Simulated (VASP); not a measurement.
The system is ZnSe (Stilleite).

```
Se Zn
1.0
     0.00000    2.83380    2.83380
     2.83380    0.00000    2.83380
     2.83380    2.83380    0.00000
Se Zn
1 1
Direct
  0.75000 0.75000 0.75000
  0.00000 0.00000 0.00000
```

Base run:

* Program: VASP 6.6.1
* Functional: HSE03
* Potentials or basis: VASP PAW PBE potentials, release 64 (Se, Zn)
* Cutoff: 520 eV
* k mesh: 6 × 6 × 6
* Occupations: gaussian, width 0.02 eV
* Spin: no spin polarisation

Its results: band gap on the k mesh 2.22 eV, direct; pressure 1.4 GPa.

Problem. The run is repeated on the same cell with these changes: functional from HSE03 to PBE0. What comes out?

Solution. Band gap on the k mesh 3.04 eV, direct; pressure 1.0 GPa.

Caveats: the PAW data sets were made with another functional, which shifts forces and pressure a little.
